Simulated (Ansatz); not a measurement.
# What a change of settings does to a run on HgTe

The cell comes from COD entry 1538296, which wasn't checked; take it as a given geometry.

First run: DFT, PBEsol, all-electron LAPW, scalar-relativistic (Ansatz 0.2.0).

Command: `ansatz run input.yaml --threads 1 --pin off --max-ram 2048MiB --backend cpu --events-out ev --progress --plain --runs-dir out` The run took 19 s on 1 thread of Intel(R) Xeon(R) Platinum 8488C (Sapphire Rapids), on a shared host, peak memory 0.49 GiB.

```yaml
crystal:
  lattice:
    - [0.0, 2.9215, 2.9215]
    - [2.9215, 0.0, 2.9215]
    - [2.9215, 2.9215, 0.0]
  atoms:
    - { symbol: Hg, position: [0.0, 0.0, 0.0] }
    - { symbol: Te, position: [0.5, 0.5, 0.5] }
kpoints:
  mp_grid: { grid: [12, 12, 12] }
  band_path:
    path:
      - [0.0, 0.0, 0.0]
      - [0.5, 0.0, 0.5]
      - [0.625, 0.25, 0.625]
      - [0.375, 0.375, 0.75]
      - [0.0, 0.0, 0.0]
      - [0.5, 0.5, 0.5]
      - [0.5, 0.25, 0.75]
      - [0.5, 0.0, 0.5]
    npoints: 5
scf:
  occupations: { method: fermi_dirac, width: 0.08 }
hamiltonian:
  xc: pbesol
  pseudopotentials: { kind: all_electron, lapw: { basis_error: 0.001 } }
output:
  forces: true
  stress: true
  eigenvalues: true
```

Result: converged; pressure 6.07 GPa; no gap on the k mesh; 7 SCF iterations.

Spin–orbit coupling is left out, though it moves levels of the heavy atoms by tenths of an eV or more.

The input is then changed:

```diff
@@ -8,5 +8,5 @@
     - { symbol: Te, position: [0.5, 0.5, 0.5] }
 kpoints:
-  mp_grid: { grid: [12, 12, 12] }
+  mp_grid: { grid: [18, 18, 18] }
   band_path:
     path:
@@ -21,5 +21,6 @@
     npoints: 5
 scf:
-  occupations: { method: fermi_dirac, width: 0.08 }
+  occupations: { method: fermi_dirac, width: 0.005 }
+  mixing: { algorithm: broyden, beta: 0.05, ndim: 16 }
 hamiltonian:
   xc: pbesol
```

Problem. What does the second run give?

Solution. It converged; energy at zero smearing -2.2 meV/atom from the first run; pressure 6.02 GPa; no gap on the k mesh; 13 SCF iterations.

The results part of its log:

```
SCF 1 converged in 13 iterations: F = -718490.425813 eV  dr2 = 9.55e-8
NSCF: frozen V_eff on 36 k-points
SCF converged after 13 iterations
Stability not checked: this state was not tested for a lower state beside it, because the mixer in use, unlike msr1, does not test its closes by its own steps (another_mixer; see scf.mixing.algorithm and scf.lower_state_search)
Free energy (F): -718490.425813 eV
Harris-Foulkes:  -718490.425813 eV  (|F-HF|=3.28e-8)
Internal energy: -718490.425647 eV  (E = F + TS)
E sigma→0 (E₀):  -718490.425730 eV
Entropy (-TS):   -0.000166 eV (-0.083 meV/atom)
Fermi energy:    16.335372 eV
--- Per-component energies (eV) ---
  E_band       = -2429.179534
  E_kinetic    = 805668.095857
  E_xc         = -14702.273780
  E_electrostatic = -1509456.247725  (all electrons and nuclei)
  E_smearing   = -0.000166  (= −TS)
  E_closure    = 0.000000  (closes the sum)
  E_atoms      = -718486.292521  (free atoms, spherical and without spin; not in F)
  Σ components = -718490.425813   (vs F -718490.425813, Δ=0.00e0)
  Basis errors (estimates in eV, not in F): energy 3.3e-4 per atom: plane waves 3.2e-4 (1.7e-4 summed), levels above the bands 0.0e0, relativity 1.1e-8, radial functions 6.2e-6, core shells 1.1e-6; eigenvalues (radial functions only) 3.8e-6; not estimated: angular momenta, meshes, grids; target (lapw.basis_error) 1.0e-3; muffin-tin radii Te 1.437 Å, Hg 1.485 Å
--- Forces (eV/Å), atoms counted from 1 ---
  atom   1  Hg    -0.00000000     0.00000000     0.00000000
  atom   2  Te     0.00000000    -0.00000000     0.00000000
  max |Σ_I F_I| component: 4.14e-30 eV/Å
--- Stress (GPa, compression-positive) ---
        6.018239       0.000000       0.000000
        0.000000       6.018239       0.000000
        0.000000       0.000000       6.018239
  P = ⅓ Tr σ = 6.0182 GPa (60.182 kbar)
--- Band table (eV; the first three rows and the last of 195) ---
  k-point 0: bands = ["-143.0440", "-98.9027", "-93.1492", "-93.1492", "-93.1492", "-76.8707", "-76.8707", "-76.8707", "-76.8706", "-76.8706", "-76.8706", "-76.8705", "-47.2975", "-47.2975", "-47.2975", "-20.6011", "-20.6011", "-20.5952", "-20.5952", "-20.5952", "3.2073", "9.0407", "9.0407", "9.1023", "9.1023", "9.1023", "15.3397", "15.3397", "15.3397", "15.8537", "23.8965", "24.0386", "24.0386", "24.0386", "24.2612"]
  k-point 1: bands = ["-143.0440", "-98.9027", "-93.1492", "-93.1492", "-93.1492", "-76.8707", "-76.8707", "-76.8707", "-76.8706", "-76.8706", "-76.8706", "-76.8705", "-47.2976", "-47.2975", "-47.2975", "-20.6011", "-20.6011", "-20.5952", "-20.5952", "-20.5952", "3.2412", "9.0264", "9.0264", "9.0966", "9.1072", "9.1072", "14.6501", "15.3743", "15.3743", "16.5226", "23.2151", "23.7918", "23.7918", "24.0295", "24.3399"]
  k-point 2: bands = ["-143.0440", "-98.9027", "-93.1492", "-93.1492", "-93.1492", "-76.8707", "-76.8707", "-76.8707", "-76.8706", "-76.8706", "-76.8706", "-76.8705", "-47.2976", "-47.2976", "-47.2976", "-20.6010", "-20.6010", "-20.5951", "-20.5950", "-20.5950", "3.3416", "8.9820", "8.9820", "9.0783", "9.1253", "9.1253", "13.7649", "15.4747", "15.4747", "17.3380", "22.4704", "23.2547", "23.2547", "23.8617", "24.5059"]
  k-point 194: bands = ["-143.0440", "-98.9027", "-93.1492", "-93.1492", "-93.1492", "-76.8707", "-76.8707", "-76.8707", "-76.8706", "-76.8706", "-76.8706", "-76.8705", "-47.2981", "-47.2981", "-47.2979", "-20.6015", "-20.5994", "-20.5943", "-20.5934", "-20.5915", "4.7676", "8.7280", "9.0072", "9.0872", "9.4501", "10.1332", "11.3951", "12.0843", "12.4746", "18.2239", "21.2891", "22.6074", "23.4782", "27.3336", "27.7760"]
```
